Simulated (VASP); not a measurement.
Input of a VASP 6.6.1 run:

The input run.py:

```python
from ase.calculators.vasp import Vasp
from ase.io import read

atoms = read('Sn.cif')
calc = Vasp(
    directory='calc',
    xc='pbesol',
    pp='PBE',
    setups='recommended',
    prec='Accurate',
    encut=520,
    ediff=1e-07,
    ismear=1,
    sigma=0.01,
    lreal=False,
    lasph=True,
    nelm=80,
    algo='Normal',
    isif=2,
    lwave=False,
    lcharg=False,
    ibrion=2,
    nsw=60,
    ediffg=-0.02,
    kpts=[9, 9, 7],
    gamma=True,
)
atoms.calc = calc

print('energy (eV):', atoms.get_potential_energy())
print('free energy (eV):', atoms.get_potential_energy(force_consistent=True))
print('forces (eV/A):')
print(atoms.get_forces())
print('stress (eV/A^3, Voigt):', atoms.get_stress())
print('Fermi level (eV):', calc.get_fermi_level())
print('cell (A, degrees):', atoms.cell.cellpar())
print('volume (A^3):', atoms.get_volume())
print('scaled positions:')
print(atoms.get_scaled_positions())
```

File Sn.cif:

```cif
data_Sn
_cell_length_a 4.45495439
_cell_length_b 4.45495439
_cell_length_c 4.45495439
_cell_angle_alpha 97.40468633
_cell_angle_beta 97.40468633
_cell_angle_gamma 137.92314353
_space_group_name_H-M_alt 'P1'
_space_group_name_Hall 'P 1'
_space_group_IT_number 1
loop_
_space_group_symop_operation_xyz
'x,y,z'
loop_
_atom_site_label
_atom_site_type_symbol
_atom_site_symmetry_multiplicity
_atom_site_Wyckoff_symbol
_atom_site_fract_x
_atom_site_fract_y
_atom_site_fract_z
_atom_site_occupancy
Sn1 Sn 1 a -0.0172590000 0.0393730000 0.0171190000 1
Sn2 Sn 1 a 0.7237510000 0.1979230000 0.4978190000 1
```

Potentials or basis: VASP PAW PBE potentials, release 64 (Sn_d).

Launch:

```bash
$ python run.py
```

Q: Predict the energy gained by relaxing.

A: 100.8 meV/atom.

Q: What does it give for the band gap on the k mesh?

A: None (metal or under the smearing width).

Stress tensor (GPa, compression positive):
```
-1.18 -0.18  0.07
-0.18 -1.52  0.28
 0.07  0.28 -1.84
```

Caveat: the PAW data sets were made with another functional, which shifts forces and pressure a little.
